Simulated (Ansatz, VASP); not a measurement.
This is a calculation of InPd for Ansatz 0.2.0.

input.yaml

```yaml
crystal:
  lattice:
    - [0.0, 2.74607, 2.74607]
    - [2.74607, 0.0, 2.74607]
    - [2.74607, 2.74607, 0.0]
  atoms:
    - { symbol: In, position: [0.0, 0.0, 0.0] }
    - { symbol: Pd, position: [0.5, 0.5, 0.5] }
hamiltonian:
  xc: pbe
  pseudopotentials: { kind: paw }
kpoints:
  mp_grid: { grid: [8, 8, 8] }
scf:
  occupations: { method: fermi_dirac, width: 0.05 }
output:
  forces: true
  stress: true
  eigenvalues: true
```

Potentials or basis: Ansatz PAW.

Launch:

```console
$ ansatz run input.yaml --threads 1 --pin off --max-ram 3584MiB --backend cpu --events-out ev --progress --plain --runs-dir out
```

Q: Set up the same calculation for VASP 6.6.1. Potentials there: VASP PAW PBE potentials, release 64 (In_d, Pd).

A: As run (the cutoff follows the program's own potentials):

Contents of INCAR:

```
ALGO = Fast
EDIFF = 1E-7
ENCUT = 520
GGA = PE
ISIF = 2
ISMEAR = -1
LASPH = True
LCHARG = False
LREAL = False
LWAVE = False
NBANDS = 18
NELM = 80
PREC = Accurate
SIGMA = 0.05
```

Contents of KPOINTS:

```
k-points
0
Gamma
  8 8 8
```

The input POSCAR:

```
InPd
1.0
    0.0000000000      2.7460700000      2.7460700000
    2.7460700000      0.0000000000      2.7460700000
    2.7460700000      2.7460700000      0.0000000000
In Pd
1 1
Direct
    0.0000000000      0.0000000000      0.0000000000
    0.5000000000      0.5000000000      0.5000000000
```

Potentials or basis: VASP PAW PBE potentials, release 64 (In_d, Pd).

Launch:

```bash
$ cat potpaw_PBE.64/In_d/POTCAR potpaw_PBE.64/Pd/POTCAR > POTCAR
$ mpirun -np 1 vasp_std > vasp.out
```

Both were run:

|  | VASP | Ansatz | Ansatz less VASP |
| --- | --- | --- | --- |
| gap on the k mesh at the Fermi level (eV) | none | none | - |
| pressure (GPa) | 0.3 | 0.2 | -0.11 |

A gap of «none» marks a metal or a gap that the smearing closes. The functional is the same, so the differences come from potentials, cutoffs and numerics. The two sets of potentials don't hold the same shells in valence.
